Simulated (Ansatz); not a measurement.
Here is an unrelaxed guess for CdF2.

```yaml
crystal:
  lattice:
    - [4.08364, 0.00000, 0.00000]
    - [0.00000, 4.08364, 0.00000]
    - [0.00000, 0.00000, 5.77514]
  atoms:
    - { symbol: Cd, position: [0.00000, 0.00000, 0.00000] }
    - { symbol: F, position: [0.50000, 0.00000, 0.25000] }
    - { symbol: F, position: [0.00000, 0.50000, 0.75000] }
```

These are results of DFT PBE, scalar-relativistic, plane waves, PAW (Ansatz), not measurements. Settings: cutoff 420 eV, Γ-centred mesh 4×4×4 on the computed 3-atom cell, Gaussian smearing of 0.10 eV; no spin polarisation.

The zero of energy is the elements' standard structures at the same level (F₂ as a molecule); no fitted shifts are applied.

Question: What does a single point on this coarse mesh give?

Answer: The pressure is -8.4 GPa (the mean over three directions, positive in compression), the largest force is 1.94 eV/Å, and the energy is −1.46 eV/atom against the elements. The shortest distance is 2.50 Å.

Question: How much does it gain on relaxing, and where does it end?

Answer: Relaxing gains about 0.55 eV/atom in 31 ionic steps and ends at −2.009 eV/atom on the finer mesh. The symmetry stays P-4m2 (No. 115). The volume per atom shrinks by 51.1 %, from 32.1 to 15.7 Å³. The shortest distance goes from 2.50 Å (Cd–F) to 2.18 Å (Cd–F). The ratio c/a of the conventional cell changes by a factor of 0.62. Conventional cell: a = 3.781 Å, c = 3.296 Å. Cd is surrounded by 4 F at 2.18 Å; F is surrounded by 2 Cd at 2.18 Å.

The last run used a 6×6×8 mesh (in the run's order of axes) for its 3-atom cell and Gaussian smearing of 0.02 eV. The relaxation can't lower the symmetry of the start. A later test with randomly moved atoms led to a structure 167 meV/atom lower, so this end is a saddle point or a shallow minimum.
